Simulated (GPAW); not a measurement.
**BAs: equation of state with vdW-DF-cx**

**Measured values to compare with.**

“Basic Physical Properties of Cubic Boron Arsenide”, 2019, arxiv:1911.11281 quotes, for a bulk crystal of BAs: bulk modulus 148 GPa.

The system is BAs.

```xyz
2
Lattice="0.0000 2.3885 2.3885 2.3885 0.0000 2.3885 2.3885 2.3885 0.0000" Properties=species:S:1:pos:R:3 pbc="T T T"
As    1.1943    1.1943    1.1943
B     0.0000    0.0000    0.0000
```

```
Program             : GPAW 26.7.0
Task                : equation of state
Functional          : vdW-DF-cx
Potentials or basis : GPAW PAW data sets (gpaw-data 1.2.1)
Cutoff              : 800 eV
Basis               : pw
k mesh              : 8 × 8 × 8
Occupations         : fermi-dirac, width 0.05 eV
Spin                : no spin polarisation
Maxiter             : 150
Eos scales          : [0.94, 0.96, 0.98, 1.0, 1.02, 1.04, 1.06]
```

```
Equilibrium volume                      : 13.81 Å³/atom
Bulk modulus                            : 136 GPa
Pressure derivative of the bulk modulus : 4.5
```

Energy against volume, from the lowest point:
```
volume (Å³/atom)  energy (meV/atom)
          12.809              35.41
          13.081              18.02
          13.354               6.70
          13.626               0.87
          13.899               0.00
          14.171               3.51
          14.444              10.98
```

Wall time 51 s on 1 thread of Intel(R) Xeon(R) Platinum 8488C (Sapphire Rapids), with other jobs on the host, peak memory 0.29 GiB.

A measured bulk modulus of BAs is 148 GPa (quoted in “Basic Physical Properties of Cubic Boron Arsenide”, 2019, arxiv:1911.11281); the calculated 136 GPa misses it by -8.2 %. The fit is for a static lattice scaled at fixed shape and fixed fractional positions.

Caveat: the PAW data sets were made with another functional, which shifts forces and pressure a little.
